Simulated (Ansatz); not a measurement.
Ta:

```
Ta
1.0
     2.90037    0.00000    0.00000
    -1.45019    2.51180    0.00000
     0.00000    0.00000    5.16627
Ta
2
Cartesian
  0.0000 1.6745 1.2916
  1.4502 0.8373 3.8747
```

This isn't the form of Ta at room conditions, which is bcc.

| Item | Value |
| --- | --- |
| Program | Ansatz 0.2.0 |
| Task | relaxation of cell and atoms |
| Functional | PBEsol |
| Potentials or basis | all-electron LAPW, scalar-relativistic |
| Basis error allowed | 0.001 eV/atom |
| k mesh | 11 × 11 × 5 |
| Occupations | fermi-dirac, width 0.05 eV |
| Spin | no spin polarisation |

At the start: volume 18.82 Å³/atom.

Question: How do energy, volume and symmetry change on relaxing?

Answer: Over 4 steps the energy falls by 17.3 meV/atom and the volume is 18.10 Å³/atom (-3.8 %); space group P6_3/mmc (No. 194, to 0.05 Å).

Step by step:
```csv
step,energy change (eV),largest force (eV/Å),volume (Å³)
1,0.0000,0.0000,37.64
2,-0.0338,0.0000,36.41
3,-0.0346,0.0000,36.21
4,-0.0346,0.0000,36.21
```

Final structure:
```
CELL_PARAMETERS angstrom
2.85881 0.00000 0.00000
-1.42940 2.47580 0.00000
0.00000 0.00000 5.11593
ATOMIC_POSITIONS crystal
Ta 0.33333 0.66667 0.25000
Ta 0.66667 0.33333 0.75000
```
